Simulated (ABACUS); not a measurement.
A run of ABACUS 3.10.1:

The input INPUT:

```
INPUT_PARAMETERS
suffix              MgO
calculation         nscf
basis_type          pw
pseudo_dir          ./
symmetry            -1
dft_functional      pbesol
ecutwfc             92.0
pseudo_rcut         10
nspin               1
nbands              18
ks_solver           dav
smearing_method     fd
smearing_sigma      0.00367493
scf_thr             1e-08
scf_nmax            100
mixing_type         broyden
mixing_beta         0.7
init_chg            file
pw_diag_thr         1e-07
out_band            1
kpar                4
```

File STRU:

```
ATOMIC_SPECIES
Mg 24.3050 Mg.upf
O 15.9990 O.upf

LATTICE_CONSTANT
1.8897261246

LATTICE_VECTORS
0.0000000000 2.0970013950 2.0970013950
2.0970013950 0.0000000000 2.0970013950
2.0970013950 2.0970013950 0.0000000000

ATOMIC_POSITIONS
Direct

Mg
0.0
1
0.0000000000 0.0000000000 0.0000000000 1 1 1

O
0.0
1
0.5000000000 0.5000000000 0.5000000000 1 1 1
```

KPT

```
K_POINTS
12
Line
0.00000000 0.00000000 0.00000000 10 // G
0.50000000 0.00000000 0.50000000 10 // X
0.50000000 0.25000000 0.75000000 10 // W
0.37500000 0.37500000 0.75000000 10 // K
0.00000000 0.00000000 0.00000000 10 // G
0.50000000 0.50000000 0.50000000 10 // L
0.62500000 0.25000000 0.62500000 10 // U
0.50000000 0.25000000 0.75000000 10 // W
0.50000000 0.50000000 0.50000000 10 // L
0.37500000 0.37500000 0.75000000 1 // K
0.62500000 0.25000000 0.62500000 10 // U
0.50000000 0.00000000 0.50000000 1 // X
```

Potentials or basis: PseudoDojo NC SR 0.5 PBE stringent, plane waves.

Launch:

```bash
$ OMP_NUM_THREADS=1 mpirun -np 4 abacus > log
```

Hardware: 4 MPI ranks on Intel(R) Xeon(R) Platinum 8488C (Sapphire Rapids), on a shared host.

**Question.** How long does it take, and how much memory?

**Answer.** Run time: 4.4 s on 4 MPI ranks on Intel(R) Xeon(R) Platinum 8488C (Sapphire Rapids), with other jobs on the host, peak memory 0.36 GiB a rank. Counts: scf iterations 1, k points 102, bands 18, ranks 4.
